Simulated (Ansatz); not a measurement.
Crystal: BaTiO3.

```
Ba Ti O
1.0
     3.99980   -0.04000    0.00000
    -0.04000    3.99980    0.00000
     0.00000    0.00000    4.01800
Ba Ti O
1 1 3
Direct
  0.00000 0.00000 0.00000
  0.50000 0.50000 0.49000
  0.00000 0.50000 0.51700
  0.50000 0.00000 0.51700
  0.50000 0.50000 0.01900
```

The cell isn't the ideal one: strained by -2 %.

A run of Ansatz 0.2.0 on this cell left the log below. Logs are shortened: lines on timing, memory, paths and dates and some standing lists are left out, and cuts for length are marked.

```text
Warning: RAYON_NUM_THREADS=2 ignored (pool sized by the plan → 2); use --threads N
Engine: ansatz 0.2.0, aarch64-unknown-linux-gnu
Pseudopotentials: kind: paw
Pseudopotential: Ba, paw, valence charge 10, recommended cutoff 420 eV (normal), Ba.paw.azcp
Pseudopotential: Ti, paw, valence charge 12, recommended cutoff 420 eV (normal), Ti.paw.azcp
Pseudopotential: O, paw, valence charge 6, recommended cutoff 420 eV (normal), O.paw.azcp
Functional definition: PBE
  parameter kappa = 0.804
  parameter beta = 0.06672455060314922
  exchange = pbe_x(kappa = kappa, mu = beta*pi^2/3)
  correlation = pbe_c(beta = beta)
Crystal: 5 atoms, lattice volume = 64.275 Å³
Basis set: ecut = 420 eV, 1265 PW (Γ), exchange–correlation on 54×54×54 points (8 copies of the dense FFT grid, shifted against one another)
Bands: 25, of which v1, the nominal top of the filled ones, is band 20 counted from 1 (19 counted from 0)
Symmetry: 4 space group operations
Space group: Cmm2 (ITA 35), of the structure as read, at distance tolerance 4.0e-5 Å
k-points: 27 of 125 (time reversal used)
Non-local potential: Ba, projectors of the file, l = 0: 3, l = 1: 2, l = 2: 2, l = 3: 2
Non-local potential: Ti, projectors of the file, l = 0: 3, l = 1: 2, l = 2: 3, l = 3: 1
Non-local potential: O, projectors of the file, l = 0: 2, l = 1: 2, l = 2: 1
PAW form: soft (Blöchl's): semilocal exchange-correlation on the pseudo side does not see the compensation charge
PAW one-centre angular grid: Ba, 194 points (default); XC on 64 Gauss nodes
PAW one-centre angular grid: Ti, 590 points (default); XC on 64 Gauss nodes
PAW one-centre angular grid: O, 110 points (default); XC on 64 Gauss nodes
Initial density: superposition of atomic densities (neutral atoms: chi_scale 0, normalization atom), corrected by the library's trained network
Initial wavefunctions: pseudopotential atomic-orbital guess
Functional: x = pbe(κ = 0.804, μ = 0.2195149727645171), c = pbe(β = 0.06672455060314922)
SCF iter   1: F=—  HF=-10159.566880 eV  |F-HF|=—  |Δ(HF+E_count)|=         —  Δρ=1.53e-3  dr2=8.94e-4  ethr=1.77e-3  ⟨swp⟩=6.0  Hψ=3342  notcnv=0
preconditioner: auto → Resta (q_TF=auto, 2.521 Å⁻¹)  ε∞=5.9  [insulator: Δε(μ)=1.952 eV  Ē_g=11.889 eV  σ=0.050 eV  W_gap=1.00  n_scr=18 (ndim 8)  ℏωp=26.2 eV  f_vac=0.000  D(μ)=0.00/eV (n_scr^D=0)  ε∞_Penn≈5.9]
SCF iter   2: F=—  HF=-10159.567186 eV  |F-HF|=—  |Δ(HF+E_count)|=   3.06e-4  Δρ=7.47e-4  dr2=2.25e-4  ethr=2.24e-6  ⟨swp⟩=2.0  Hψ=1360  notcnv=0
SCF iter   3: F=—  HF=-10159.567333 eV  |F-HF|=—  |Δ(HF+E_count)|=   1.47e-4  Δρ=1.08e-4  dr2=1.33e-5  ethr=5.63e-7  ⟨swp⟩=2.7  Hψ=1079  notcnv=0
SCF iter   4: F=—  HF=-10159.566610 eV  |F-HF|=—  |Δ(HF+E_count)|=   7.23e-4  Δρ=5.67e-5  dr2=2.56e-6  ethr=3.31e-8  ⟨swp⟩=2.0  Hψ=1178  notcnv=0
SCF iter   5: F=—  HF=-10159.566610 eV  |F-HF|=—  |Δ(HF+E_count)|=   1.63e-7  Δρ=1.80e-5  dr2=1.20e-7  ethr=6.40e-9  ⟨swp⟩=2.6  Hψ=1156  notcnv=0
SCF iter   6: F=-10159.566610 eV  HF=-10159.566610 eV  |F-HF|=1.05e-9  |Δ(HF+E_count)|=   3.49e-8  Δρ=4.21e-6  dr2=6.64e-9  ethr=2.50e-10  ⟨swp⟩=10.9  Hψ=5054  notcnv=0
SCF 1 converged in 6 iterations: F = -10159.566610 eV  dr2 = 6.64e-9
  greatest PAW one-centre occupation: 0.999 electrons in one spin orbital (limit 2), on the Ti atom at site 1 (counted from 0), in its partial waves of l = 0
SCF converged after 6 iterations
Free energy (F): -10159.566610 eV
Harris-Foulkes:  -10159.566610 eV  (|F-HF|=1.05e-9)
Internal energy: -10159.566610 eV  (E = F + TS)
E sigma→0 (E₀):  -10159.566610 eV
Fermi energy:    11.204840 eV
--- Per-component energies (eV) ---
  E_band       = -141.232200
  E_kinetic    = 970.207796
  E_local      = -2101.740318  (includes V_loc(G=0)·N_el)
  E_nonlocal   = 203.565151
  E_hartree    = 820.963603
  E_xc         = -491.548068
  E_vxc        = -546.246923  (∫ρ·V_xc dr)
  E_paw        = -6744.550908  (= ΣΔE_a)
  E_vpaw       = -308.953376  (= ΣTr[D̂ρ^β])
  E_aug_tail   = 0.007413  (compensation charges beyond the density's cutoff)
  E_ewald      = -2816.471279
  E_smearing   = -0.000000  (= −TS)
  E_closure    = -0.000000  (closes the sum)
  Σ components = -10159.566610   (vs F -10159.566610, Δ=0.00e0)
--- Forces (eV/Å), atoms counted from 1 ---
  atom   1  Ba     0.00000000     0.00000000     0.04065818
  atom   2  Ti     0.00000000     0.00000000    -0.16555018
  atom   3  O      0.00000000     0.00000000    -0.09600586
  atom   4  O     -0.00000000    -0.00000000    -0.09600586
  atom   5  O      0.00000000     0.00000000     0.31690588
  max |Σ_I F_I| component: 2.15e-6 eV/Å
--- Stress (GPa, compression-positive) ---
        2.173381       2.439522       0.000000
        2.439522       2.173381       0.000000
        0.000000       0.000000       3.049295
  P = ⅓ Tr σ = 2.4654 GPa (24.654 kbar)
--- Band table (eV; the first three rows and the last of 27) ---
  k-point 0: bands = ["-46.2078", "-22.4597", "-22.4373", "-22.4215", "-14.3754", "-6.5671", "-5.9264", "-5.8654", "0.4010", "0.4335", "0.4610", "7.9564", "8.0031", "8.0744", "9.0377", "9.0866", "9.1523", "9.9885", "10.0360", "10.1204", "12.1351", "12.3160", "12.3808", "14.3297", "14.4271"]
  k-point 1: bands = ["-46.2076", "-22.4770", "-22.4366", "-22.4208", "-14.3355", "-6.5906", "-5.8935", "-5.8546", "0.4538", "0.5180", "0.5810", "7.3871", "7.8537", "7.9448", "8.6945", "8.7581", "8.8680", "9.3131", "9.8182", "9.9731", "12.1794", "12.9104", "12.9648", "14.3288", "15.2670"]
  k-point 2: bands = ["-46.2071", "-22.5047", "-22.4355", "-22.4197", "-14.2692", "-6.7370", "-5.8368", "-5.7062", "0.5429", "0.6145", "0.8157", "6.4447", "7.5894", "7.6428", "8.3715", "8.4655", "8.4749", "8.5197", "9.5859", "9.7647", "12.2528", "13.7422", "13.7785", "14.3296", "16.2141"]
  k-point 26: bands = ["-46.2056", "-22.4993", "-22.4779", "-22.4642", "-14.1311", "-5.8711", "-5.7349", "-5.6531", "-0.1718", "-0.1480", "0.0506", "6.0671", "6.6514", "6.6733", "7.5708", "7.9073", "7.9616", "10.0046", "10.0136", "10.1513", "14.3090", "14.3236", "14.3619", "17.1598", "17.3110"]
```

Task: Write the input and the command behind it.

Result: Single point with PBE, no spin polarisation. The files as run (others can give the same):

input.yaml
```yaml
crystal:
  lattice:
    - [3.9998, -0.039998, 0.0]
    - [-0.039998, 3.9998, 0.0]
    - [0.0, 0.0, 4.018]
  atoms:
    - { symbol: Ba, position: [0.0, 0.0, 0.0] }
    - { symbol: Ti, position: [0.5, 0.5, 0.49] }
    - { symbol: O, position: [0.0, 0.5, 0.517] }
    - { symbol: O, position: [0.5, 0.0, 0.517] }
    - { symbol: O, position: [0.5, 0.5, 0.019] }
hamiltonian:
  xc: pbe
  pseudopotentials: { kind: paw }
kpoints:
  mp_grid: { grid: [5, 5, 5] }
scf:
  occupations: { method: fermi_dirac, width: 0.05 }
output:
  forces: true
  stress: true
  eigenvalues: true
  write_density: true
  write_potential: true
  elf: true
  volumetric_format: npy
```

Potentials or basis: Ansatz PAW.
Run with:
```sh
$ ansatz run input.yaml --threads 2 --pin off --max-ram 5632MiB --backend cpu --events-out ev --progress --plain --runs-dir out
```

Caveat: odd divisions of the mesh miss points on the zone boundary, where band edges often lie, so the gap on the mesh can be too wide; the pressure holds a Pulay correction of +0.5 GPa for the finite cutoff; spin-orbit coupling is left out, which moves the levels of the heavy elements.
